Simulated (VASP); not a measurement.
# WSe2 in VASP: a series of runs

The runs below take WSe2 through relaxation of cell and atoms, with PBE+D3(BJ).

All numbers are computed with VASP 6.6.1; they aren't measurements. Logs are shortened: lines on timing, memory, paths and dates and some standing lists are left out, and cuts for length are marked.

**1. Starting point**

The cell holds a slab with vacuum, 9 atoms: a = 3.290 Å, b = 3.290 Å, c = 34.316 Å, α = 90.00°, β = 90.00°, γ = 120.00°.

**2. Relaxation of cell and atoms, PBE+D3(BJ)**

The input, INCAR:

```
ALGO     = Normal         # electronic algorithm
EDIFF    = 1E-6           # SCF threshold, eV
EDIFFG   = -0.01          # ionic threshold
ENCUT    = 600            # plane-wave cutoff, eV
GGA      = PE             # functional
IBRION   = 2              # ionic algorithm
ISIF     = 3              # what is computed and relaxed
ISMEAR   = 0              # smearing method
IVDW     = 12             # dispersion correction
KPAR     = 4            
LASPH    = T              # aspherical terms in the spheres
LATTICE_CONSTRAINTS= .TRUE. .TRUE. .FALSE.
LCHARG   = F              # write CHGCAR
LREAL    = F              # projectors in reciprocal space
LWAVE    = F              # write WAVECAR
NELM     = 80             # most SCF steps
NSW      = 90             # ionic steps
PREC     = Accurate       # precision mode
SIGMA    = 0.03           # smearing width, eV
```

The input, KPOINTS:

```
k-points
0
Gamma
  12 12 1
```

The input, POSCAR:

```
WSe2
1.0
    3.2900000000      0.0000000000      0.0000000000
   -1.6450000000      2.8492235800      0.0000000000
    0.0000000000      0.0000000000     34.3162600000
Se W
6 3
Direct
    0.3333333300      0.6666666700      0.2622663400
    0.3333333300      0.6666666700      0.3597787200
    0.6666666700      0.3333333300      0.4512438100
    0.6666666700      0.3333333300      0.5487561900
    0.3333333300      0.6666666700      0.6402212800
    0.3333333300      0.6666666700      0.7377336600
    0.6666666700      0.3333333300      0.3110225300
    0.3333333300      0.6666666700      0.5000000000
    0.6666666700      0.3333333300      0.6889774700
```

Potentials or basis: VASP PAW PBE potentials, release 64 (Se, W_sv).

Command:

```
$ cat potpaw_PBE.64/Se/POTCAR potpaw_PBE.64/W_sv/POTCAR > POTCAR
$ mpirun -np 4 vasp_std > vasp.out
```

OUTCAR:

```text
EDIFF = 1E-6
   EDIFFG = -0.01
   ENCUT = 600
   GGA = PE
   IBRION = 2
   ISIF = 3
   ISMEAR = 0
   IVDW = 12
   LASPH = T
   LREAL = F
   NELM = 80
   NSW = 90
   PREC = Accurate
 IVDW          = 12

 ion  position               nearest neighbor table
   1  0.333  0.667  0.262-   7 2.53   7 2.53   7 2.53
   2  0.333  0.667  0.360-   7 2.53   7 2.53   7 2.53
   3  0.667  0.333  0.451-   8 2.53   8 2.53   8 2.53
   4  0.667  0.333  0.549-   8 2.53   8 2.53   8 2.53
   5  0.333  0.667  0.640-   9 2.53   9 2.53   9 2.53
   6  0.333  0.667  0.738-   9 2.53   9 2.53   9 2.53
   7  0.667  0.333  0.311-   2 2.53   1 2.53   2 2.53   1 2.53   2 2.53   1 2.53
   8  0.333  0.667  0.500-   3 2.53   4 2.53   3 2.53   4 2.53   3 2.53   4 2.53
   9  0.667  0.333  0.689-   5 2.53   6 2.53   5 2.53   6 2.53   5 2.53   6 2.53

  LATTYP: Found a hexagonal cell.
 ALAT       =     3.2900000000
 C/A-ratio  =    10.4304741641

  Lattice vectors:

 A1 = (   3.2900000000,   0.0000000000,   0.0000000000)
 A2 = (  -1.6450000000,   2.8492235800,   0.0000000000)
 A3 = (   0.0000000000,   0.0000000000,  34.3162600000)

Analysis of symmetry for initial positions (statically):
=====================================================================
 Subroutine PRICEL returns:
 Original cell was already a primitive cell.

 Routine SETGRP: Setting up the symmetry group for a
 hexagonal supercell.

 Subroutine GETGRP returns: Found 12 space group operations
 (whereof 12 operations were pure point group operations)
 out of a pool of 24 trial point group operations.

The static configuration has the point symmetry D_3h.

Analysis of symmetry for dynamics (positions and initial velocities):
=====================================================================
 Subroutine PRICEL returns:
 Original cell was already a primitive cell.

 Routine SETGRP: Setting up the symmetry group for a
 hexagonal supercell.

 Subroutine GETGRP returns: Found 12 space group operations
 (whereof 12 operations were pure point group operations)
 out of a pool of 24 trial point group operations.

The dynamic configuration has the point symmetry D_3h.

 Subroutine INISYM returns: Found 12 space group operations
 (whereof 12 operations are pure point group operations),
 and found     1 'primitive' translations

----------------------------------------------------------------------------------------

                                     Primitive cell

  volume of cell :     321.6788

  direct lattice vectors                    reciprocal lattice vectors
     3.290000000  0.000000000  0.000000000     0.303951368  0.175486404  0.000000000
    -1.645000000  2.849223580  0.000000000     0.000000000  0.350972808  0.000000000
     0.000000000  0.000000000 34.316260000     0.000000000  0.000000000  0.029140705

  length of vectors
     3.290000000  3.290000001 34.316260000     0.350972808  0.350972808  0.029140705

  position of ions in fractional coordinates (direct lattice)
     0.333333330  0.666666670  0.262266340
     0.333333330  0.666666670  0.359778720
     0.666666670  0.333333330  0.451243810
     0.666666670  0.333333330  0.548756190
     0.333333330  0.666666670  0.640221280
     0.333333330  0.666666670  0.737733660
     0.666666670  0.333333330  0.311022530
     0.333333330  0.666666670  0.500000000
     0.666666670  0.333333330  0.688977470

  ion indices of the primitive-cell ions
   primitive index   ion index
                 1           1
                 2           2
                 3           3
                 4           4
                 5           5
                 6           6
                 7           7
                 8           8
                 9           9

----------------------------------------------------------------------------------------

 KPOINTS: k-points

Automatic generation of k-mesh.
 Grid dimensions read from file:
 generate k-points for:   12   12    1

 Generating k-lattice:

  Cartesian coordinates                     Fractional coordinates (reciprocal lattice)
     0.025329281  0.014623867  0.000000000     0.083333333  0.000000000  0.000000000
     0.000000000  0.029247734  0.000000000     0.000000000  0.083333333  0.000000000
     0.000000000  0.000000000  0.029140705     0.000000000  0.000000000  1.000000000

  Length of vectors
     0.029247734  0.029247734  0.029140705

  Shift w.r.t. Gamma in fractional coordinates (k-lattice)
     0.000000000  0.000000000  0.000000000

 Subroutine IBZKPT returns following result:
 ===========================================

 Found     19 irreducible k-points:

 Following reciprocal coordinates:
            Coordinates               Weight
  0.000000  0.000000  0.000000      1.000000
  0.083333  0.000000  0.000000      6.000000
  0.166667  0.000000  0.000000      6.000000
  0.250000 -0.000000  0.000000      6.000000
  0.333333 -0.000000  0.000000      6.000000
  0.416667  0.000000  0.000000      6.000000
[... 11 lines left out ...]
  0.333333  0.250000  0.000000     12.000000
  0.333333  0.333333  0.000000      2.000000
   k-points           NKPTS =     19   k-points in BZ     NKDIM =     19   number of bands    NBANDS=     46
   number of dos      NEDOS =    301   number of ions     NIONS =      9
   total plane-waves  NPLWV = 219520
   dimension x,y,z NGX =    28 NGY =   28 NGZ =  280
   dimension x,y,z NGXF=    56 NGYF=   56 NGZF=  560
   ions per type =               6   3
   NGX,Y,Z   is equivalent  to a cutoff of  14.15, 14.15, 13.56 a.u.
   NGXF,Y,Z  is equivalent  to a cutoff of  28.30, 28.30, 27.13 a.u.
 SYSTEM =  unknown system
   PREC   = accura    normal or accurate (medium, high low for compatibility)
   ISTART =      0    job   : 0-new  1-cont  2-samecut
   ICHARG =      2    charge: 1-file 2-atom 10-const
   ISPIN  =      1    spin polarized calculation?
   LNONCOLLINEAR =      F non collinear calculations
   LSORBIT =      F    spin-orbit coupling
   LASPH  =      T    aspherical Exc in radial PAW
   ENCUT  =  600.0 eV  44.10 Ry    6.64 a.u.   6.57  6.57 68.54*2*pi/ulx,y,z
   NELM   =     80;   NELMIN=  2; NELMDL= -5     # of ELM steps
   EDIFF  = 0.1E-05   stopping-criterion for ELM
   LREAL  =      F    real-space projection
   EDIFFG = -.1E-01   stopping-criterion for IOM
   NSW    =     90    number of steps for IOM
   IBRION =      2    ionic relax: 0-MD 1-quasi-New 2-CG
   NFREE  =      1    steps in history (QN), initial steepest desc. (CG)
   ISIF   =      3    stress and relaxation
   ISYM   =      2    0-nonsym 1-usesym 2-fastsym
   POTIM  = 0.5000    time-step for ionic-motion
   TEBEG  =    0.0;   TEEND  =   0.0 temperature during run
   PSTRESS=    0.0 pullay stress
   NELECT =      78.0000    total number of electrons
   NUPDOWN=      -1.0000    fix difference up-down
   EMIN   =  10.00;   EMAX   =-10.00  energy-range for DOS
   EFERMI =   0.00;   METHOD = LEGACY
   ISMEAR =     0;   SIGMA  =   0.03  broadening in eV -4-tet -1-fermi 0-gaus
   EFERMI_NEDOS =   21; number of points for ismear=-14 and -15
   IALGO  =     38    algorithm
   IMIX   =      4    mixing-type and parameters
     AMIX     =   0.40;   BMIX     =  1.00
     AMIX_MAG =   1.60;   BMIX_MAG =  1.00
  volume/ion in A,a.u.               =      35.74       241.20
  Fermi-wavevector in a.u.,A,eV,Ry     =   1.020859  1.929143 14.179341  1.042152
  Thomas-Fermi vector in A             =   2.154451
   LORBIT       =      0    0 simple, 1 ext, 2 COOP (PROOUT), +10 PAW based schemes
   GGA     = PE    functional components
   LHFCALC =     F    Hartree Fock is set to
   AEXX    =    0.0000 exact exchange contribution
   IVDW    =    12    specifies the selected vdW correction
   LEPSILON=     F    determine dielectric tensor
   LRPA    =     F    only Hartree local field effects (RPA)
 conjugate gradient relaxation of ions
 non-spin polarized calculation
 Gauss-broadening in eV      SIGMA  =   0.03
  energy-cutoff  :      600.00
  volume of cell :      321.68
 maximum number of plane-waves:     10901
 NGX is ok and might be reduce to    28
   NGX = 13   NGY = 13   NGZ =137

--------------------------------------- Ionic step        1  -------------------------------------------

 number of electron      78.0000002 magnetization

 Free energy of the ion-electron system (eV)
  ---------------------------------------------------
  ext. energy  EPLUGINS =         0.00000000
  ---------------------------------------------------
  free energy    TOTEN  =       -64.74089297 eV

  energy without entropy =      -64.74089297  energy(sigma->0) =      -64.74089297

------------------------ aborting loop because EDIFF is reached ----------------------------------------

 Edisp (eV)   -3.78785

 E8    (eV) :    -1.7242

  FORCE on cell =-STRESS in cart. coord.  units (eV):
  Direction    XX          YY          ZZ          XY          YZ          ZX
  --------------------------------------------------------------------------------------
  -------------------------------------------------------------------------------------
  Total       0.15183     0.15183     1.48383     0.00000     0.00000    -0.00000
  in kB       0.75624     0.75624     7.39046     0.00000     0.00000    -0.00000
  external pressure =        2.97 kB  Pullay stress =        0.00 kB
[... 118 lines left out ...]
  FREE ENERGIE OF THE ION-ELECTRON SYSTEM (eV)
  ---------------------------------------------------
  free  energy   TOTEN  =       -68.5356793368 eV

  energy  without entropy=      -68.5356793368  energy(sigma->0) =      -68.53567934

[... ionic steps 4 to 23 ...]

--------------------------------------- Ionic step       24  -------------------------------------------

 number of electron      78.0000000 magnetization

------------------------ aborting loop because EDIFF is reached ----------------------------------------

 Edisp (eV)   -3.84374

 E8    (eV) :    -1.7495
[... 83 lines left out ...]
  energy  without entropy=      -68.5419340151  energy(sigma->0) =      -68.54193402

--------------------------------------- Ionic step       26  -------------------------------------------

 number of electron      78.0000000 magnetization

 Free energy of the ion-electron system (eV)
  ---------------------------------------------------
  ext. energy  EPLUGINS =         0.00000000
  ---------------------------------------------------
  free energy    TOTEN  =       -64.70104310 eV

  energy without entropy =      -64.70104310  energy(sigma->0) =      -64.70104310

 E-fermi :   1.7698     XC(G=0):  -6.4157

 val. band max:        1.4593179917   @ k =   0.0000   0.0000   0.0000
 cond. band min:       2.5506936998   @ k =   0.1667   0.1667   0.0000
 fundamental gap:      1.0913757081
 Fermi energy:         1.7697636297

 k-point     1 :       0.0000    0.0000    0.0000
  band No.  band energies     occupation
      1     -72.8145      2.00000
      2     -72.8111      2.00000
      3     -72.8111      2.00000
      4     -37.0616      2.00000
      5     -37.0575      2.00000
      6     -37.0575      2.00000
[... 960 lines left out ...]
  FREE ENERGIE OF THE ION-ELECTRON SYSTEM (eV)
  ---------------------------------------------------
  free  energy   TOTEN  =       -68.5419911810 eV

  energy  without entropy=      -68.5419911810  energy(sigma->0) =      -68.54199118

 reached required accuracy - stopping structural energy minimisation
```

Wall time 24 min (4 MPI ranks of Intel Xeon Platinum 8559C (Emerald Rapids), shared host); peak memory 0.73 GiB.

Results:

```yaml
Free_energy: -68.5420 eV
Relaxed_volume: 35.58 Å³/atom
Relaxed_cell: a = 3.283 Å, b = 3.283 Å, c = 34.316 Å, α = 90.00°, β = 90.00°, γ = 120.00°
Space_group_after_relaxing_to_0.05_Å: P-6m2 (No. 187)
Energy_gained_by_relaxing: 1.5 meV/atom
Ionic_steps: 26
Largest_force_after_relaxing: 0.009 eV/Å
Band_gap_on_the_k_mesh: 1.09 eV, indirect (least direct gap 1.59 eV)
Dispersion_energy_per_atom: -0.427 eV
```

Forces in eV/Å, atoms in the order of the input:
```
Se   0.000  0.000 -0.001
Se   0.000  0.000 -0.005
Se   0.000  0.000 -0.009
Se   0.000  0.000  0.009
Se   0.000  0.000  0.005
Se   0.000  0.000  0.001
W    0.000  0.000  0.003
W    0.000  0.000  0.000
W    0.000  0.000 -0.003
```

Step by step:
```
step  energy change (eV)  largest force (eV/Å)  pressure (GPa)  volume (Å³)
   1              0.0000                0.2392            0.30       321.68
   2             -0.0069                0.0299           -0.36       322.20
   3             -0.0069                0.0381           -0.34       322.18
   4             -0.0098                0.0182           -0.05       319.69
   5             -0.0099                0.0149           -0.10       320.08
   6             -0.0099                0.0151           -0.10       320.04
   7             -0.0099                0.0169           -0.08       319.87
   8             -0.0099                0.0154           -0.09       320.00
   9             -0.0099                0.0181           -0.10       320.01
  10             -0.0101                0.0274           -0.12       320.02
  11             -0.0103                0.0462           -0.16       320.05
  12             -0.0104                0.0828           -0.24       320.12
  13             -0.0104                0.0828           -0.24       320.11
  14             -0.0104                0.0820           -0.24       320.10
  15             -0.0105                0.0814           -0.23       320.07
  16             -0.0106                0.0803           -0.21       320.00
  17             -0.0109                0.0777           -0.18       319.87
  18             -0.0112                0.0724           -0.12       319.62
  19             -0.0114                0.0617            0.01       319.10
  20             -0.0118                0.0557            0.00       319.23
  21             -0.0127                0.0383           -0.01       319.61
  22             -0.0129                0.0466           -0.03       320.36
  23             -0.0131                0.0331           -0.01       320.07
  24             -0.0131                0.0341           -0.02       320.09
  25             -0.0132                0.0177            0.00       320.16
  26             -0.0133                0.0094            0.02       320.26
```

Final structure:
```yaml
crystal:
  lattice:
    - [3.28274, 0.00000, 0.00000]
    - [-1.64137, 2.84294, 0.00000]
    - [0.00000, 0.00000, 34.31626]
  atoms:
    - { symbol: Se, position: [0.33333, 0.66667, 0.26435] }
    - { symbol: Se, position: [0.33333, 0.66667, 0.36268] }
    - { symbol: Se, position: [0.66667, 0.33333, 0.45089] }
    - { symbol: Se, position: [0.66667, 0.33333, 0.54911] }
    - { symbol: Se, position: [0.33333, 0.66667, 0.63732] }
    - { symbol: Se, position: [0.33333, 0.66667, 0.73565] }
    - { symbol: W, position: [0.66667, 0.33333, 0.31352] }
    - { symbol: W, position: [0.33333, 0.66667, 0.50000] }
    - { symbol: W, position: [0.66667, 0.33333, 0.68648] }
```

Caveat: spin-orbit coupling is left out, which moves the levels of the heavy elements. Expect the measured gap to be larger: semilocal functionals such as PBE lack the derivative discontinuity.

**3. Relaxation of cell and atoms, PBE+D3(BJ)**

This run uses another cell than the first one, of 35.58 Å³/atom, 0.996 times its volume.

Edit INCAR of step 2 so:

```diff
@@ -1,4 +1,4 @@
 ALGO     = Normal         # electronic algorithm
-EDIFF    = 1E-6           # SCF threshold, eV
-EDIFFG   = -0.01          # ionic threshold
+EDIFF    = 1E-7           # SCF threshold, eV
+EDIFFG   = -0.005         # ionic threshold
 ENCUT    = 600            # plane-wave cutoff, eV
```

KPOINTS is that of step 2.

The input, POSCAR:

```
WSe2                                    
1.0
    3.2827446238     -0.0000000000      0.0000000000
   -1.6413723119      2.8429402399      0.0000000000
    0.0000000000      0.0000000000     34.3162600000
  Se              W             
     6     3
Direct
     0.3333333300000021    0.6666666699999979    0.2643492966056696
     0.3333333300000021    0.6666666699999979    0.3626834795915583
     0.6666666699999979    0.3333333300000021    0.4508943914247583
     0.6666666699999979    0.3333333300000021    0.5491056085752420
     0.3333333300000021    0.6666666699999979    0.6373165204084414
     0.3333333300000021    0.6666666699999979    0.7356507033943304
     0.6666666699999979    0.3333333300000021    0.3135218546125285
     0.3333333300000021    0.6666666699999979    0.5000000000000000
     0.6666666699999979    0.3333333300000021    0.6864781453874711
```

Potentials or basis: VASP PAW PBE potentials, release 64 (Se, W_sv).

Command:

```
$ cat potpaw_PBE.64/Se/POTCAR potpaw_PBE.64/W_sv/POTCAR > POTCAR
$ mpirun -np 4 vasp_std > vasp.out
```

Run time: 5.1 min. Hardware: 4 MPI ranks of Intel Xeon Platinum 8559C (Emerald Rapids), shared host; peak memory 0.72 GiB.

It converged, with:

```yaml
Free_energy: -68.5419 eV
Relaxed_volume: 35.59 Å³/atom
Relaxed_cell: a = 3.283 Å, b = 3.283 Å, c = 34.316 Å, α = 90.00°, β = 90.00°, γ = 120.00°
Space_group_after_relaxing_to_0.05_Å: P-6m2 (No. 187)
Energy_gained_by_relaxing: 0.0 meV/atom
Ionic_steps: 3
Largest_force_after_relaxing: 0.005 eV/Å
Band_gap_on_the_k_mesh: 1.09 eV, indirect (least direct gap 1.59 eV)
Dispersion_energy_per_atom: -0.427 eV
```

Forces on the atoms (eV/Å):
```
Se   0.000  0.000  0.003
Se   0.000  0.000 -0.005
Se   0.000  0.000 -0.003
Se   0.000  0.000  0.003
Se   0.000  0.000  0.005
Se   0.000  0.000 -0.003
W    0.000  0.000 -0.001
W    0.000  0.000  0.000
W    0.000  0.000  0.001
```

Final structure:
```xyz
9
Lattice="3.2831 0.0000 0.0000 -1.6416 2.8433 0.0000 0.0000 0.0000 34.3163" Properties=species:S:1:pos:R:3 pbc="T T T"
Se    0.0000    1.8955    9.0714
Se    0.0000    1.8955   12.4458
Se    1.6416    0.9478   15.4728
Se    1.6416    0.9478   18.8435
Se    0.0000    1.8955   21.8704
Se    0.0000    1.8955   25.2448
W     1.6416    0.9478   10.7590
W     0.0000    1.8955   17.1581
W     1.6416    0.9478   23.5573
```

Levels at points of the mesh, in eV from the valence-band top:
```csv
k point,band 36,band 37,band 38,band 39,band 40,band 41,band 42,band 43
"(0.00, 0.00, 0.00)",-1.38,-0.91,-0.27,0.00,2.69,2.69,2.71,2.71
"(0.50, 0.00, 0.00)",-1.24,-1.23,-1.12,-1.02,2.22,2.25,2.26,2.41
```

Caveat: spin-orbit coupling is left out, which moves the levels of the heavy elements.
